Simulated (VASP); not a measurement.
Write the native input for VASP 6.6.1 that does the following.

| Property | Result |
| --- | --- |
| Task | single point |
| Functional | PBEsol |
| Potentials or basis | VASP PAW PBE potentials, release 64 (Bi_d, Te) |
| Cutoff | 520 eV |
| k mesh | 5 × 5 × 5 |
| Occupations | gaussian, width 0.01 eV |
| Spin | no spin polarisation |
| Dipole correction | no |
| Further INCAR settings | ALGO = Normal; EDIFF = 1e-06; NBANDS = 32 |

The structure of Bi2Te3 (Tellurobismuthite) lies in POSCAR:

```
Bi2Te3
1.0
    2.1930000000      1.2661290000     10.1656670000
   -2.1930000000      1.2661290000     10.1656670000
    0.0000000000     -2.5322580000     10.1656670000
Bi Te
2 3
Direct
    0.4000000000      0.4000000000      0.4000000000
    0.6000000000      0.6000000000      0.6000000000
    0.0000000000      0.0000000000      0.0000000000
    0.2095000000      0.2095000000      0.2095000000
    0.7905000000      0.7905000000      0.7905000000
```

The input as run:

INCAR

```
  ALGO = Normal
  EDIFF = 1E-6
  ENCUT = 520
  GGA = PS
  ISIF = 2
  ISMEAR = 0
  LASPH = T
  LCHARG = T
  LELF = T
  LREAL = F
  LVHAR = T
  LWAVE = F
  NBANDS = 32
  NELM = 100
  PREC = Accurate
  SIGMA = 0.01
```

KPOINTS

```
k-points
0
Gamma
  5 5 5
```

Potentials or basis: VASP PAW PBE potentials, release 64 (Bi_d, Te).

The run is started by

```console
$ cat potpaw_PBE.64/Bi_d/POTCAR potpaw_PBE.64/Te/POTCAR > POTCAR
$ mpirun -np 1 vasp_std > vasp.out
```

Results of the run:

| Item | Value |
| --- | --- |
| Pressure | -0.6 GPa |
| Largest force | 0.093 eV/Å |
| Band gap on the k mesh | 0.23 eV, direct |

Caveat: the PAW data sets were made with another functional, which shifts forces and pressure a little; spin-orbit coupling is left out, which as a rule narrows the gap of such compounds by several tenths of an eV; an odd mesh through Γ misses points on the zone boundary, where band edges often lie.

It took 13 min on 1 thread of Intel(R) Xeon(R) Platinum 8375C CPU @ 2.90GHz (Ice Lake) (shared host), peak memory 0.91 GiB.
